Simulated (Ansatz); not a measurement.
# Al2Pt: the cost of one run

Program: Ansatz 0.2.0. Level of theory: DFT PBE, scalar-relativistic, plane waves, PAW. These are calculated values, not measurements.

### 1 The system as given

It takes space group P31m (No. 157, trigonal). The conventional cell has a = 4.022 Å, b = 4.022 Å, c = 6.590 Å, α = 90.00°, β = 90.00°, γ = 120.00°. Around Al (site symmetry m) lie 4 Al at 2.01 Å and 2 Pt at 2.22 Å. Al (site symmetry 3m) is surrounded by 6 Pt at 2.49 Å. Around Pt (site symmetry 3) lie 6 Al at 2.22 to 2.49 Å and 3 Pt at 2.32 Å.

Structure file:

```cif
data_structure
_symmetry_space_group_name_H-M 'P31m'
_symmetry_Int_Tables_number 157
_cell_length_a 4.0217
_cell_length_b 4.0217
_cell_length_c 6.5905
_cell_angle_alpha 90.000
_cell_angle_beta 90.000
_cell_angle_gamma 120.000
_cell_volume 92.31
loop_
_atom_site_label
_atom_site_type_symbol
_atom_site_symmetry_multiplicity
_atom_site_Wyckoff_symbol
_atom_site_fract_x
_atom_site_fract_y
_atom_site_fract_z
_atom_site_occupancy
Al1 Al 3 c 0.49021 0.00000 0.72176 1
Al2 Al 1 a 0.00000 0.00000 0.14637 1
Pt1 Pt 2 b 0.33333 0.66667 0.00906 1
```

A structure generator made this guess: random cell by space group and Wyckoff sites (P31m, No. 157). Its size is a rough estimate.

### 2 Probe: one point on a coarse mesh

The input, input.yaml:

```yaml
crystal:
  lattice:
    - [4.02171399, 0.0, 0.0]
    - [-2.01085699, 3.48290648, 0.0]
    - [0.0, 0.0, 6.59046566]
  atoms:
    - { symbol: Al, position: [0.49020785, 0.0, 0.72175567] }
    - { symbol: Al, position: [0.0, 0.49020785, 0.72175567] }
    - { symbol: Al, position: [0.50979215, 0.50979215, 0.72175567] }
    - { symbol: Al, position: [0.0, 0.0, 0.14636723] }
    - { symbol: Pt, position: [0.33333333, 0.66666667, 0.00905753] }
    - { symbol: Pt, position: [0.66666667, 0.33333333, 0.00905753] }
basis:
  ecutwfc: 420
kpoints:
  mp_grid: { grid: [6, 6, 4] }
hamiltonian:
  xc: pbe
scf:
  occupations: { method: gaussian, width: 0.1 }
  lower_state_search: "off"
output:
  forces: true
  stress: true
  eigenvalues: true
```

Launch:

```bash
ansatz run input.yaml --threads 1 --pin off --max-ram 2560MiB --backend cpu --events-out ev --progress --plain --runs-dir out
```

Q: Estimate wall time and peak memory on 1 thread of Intel Xeon at 2.70GHz, shared host.

About 9.2 s, with a peak of 0.35 GiB.
